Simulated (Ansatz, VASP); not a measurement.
# W: VASP beside Ansatz

```
W
1.0
     2.79080    0.00000    0.00000
     0.00000    4.83123    0.00000
     0.00000    0.00000    4.89065
W
4
Direct
  0.79317 0.93684 0.75000
  0.20683 0.43684 0.75000
  0.20683 0.06316 0.25000
  0.79317 0.56316 0.25000
```

Change from the starting cell: volume scaled by 0.98.

Alike in both runs: task single point; functional PBEsol; k mesh 9 × 6 × 6; occupations fermi-dirac, width 0.05 eV; no spin polarisation.

```csv
,VASP,Ansatz
version,VASP 6.6.1,Ansatz 0.2.0
potentials or method,"VASP PAW PBE potentials, release 64 (W_sv), cutoff 520 eV","all-electron LAPW, scalar-relativistic"
```

Ansatz gave:

```
gap on the k mesh at the Fermi level (eV)       : none
pressure (GPa)                                  : -5.3
largest component of the traceless stress (GPa) : 0.88
rms of the force components (eV/Å)              : 0.064
```

Q: Estimate VASP's values.

A: gap on the k mesh at the Fermi level (eV): none; pressure (GPa): -4.8; largest component of the traceless stress (GPa): 0.84; rms of the force components (eV/Å): 0.068.

Atom by atom the forces differ by 0.006 eV/Å (rms over components). A gap of «none» marks a metal or a gap that the smearing closes. Ansatz ran all-electron here, so the differences hold the error of VASP's frozen core and of both bases.

Caveats: the PAW data sets were made with another functional, which shifts forces and pressure a little (VASP). Spin-orbit coupling is left out, which matters for the levels of W.
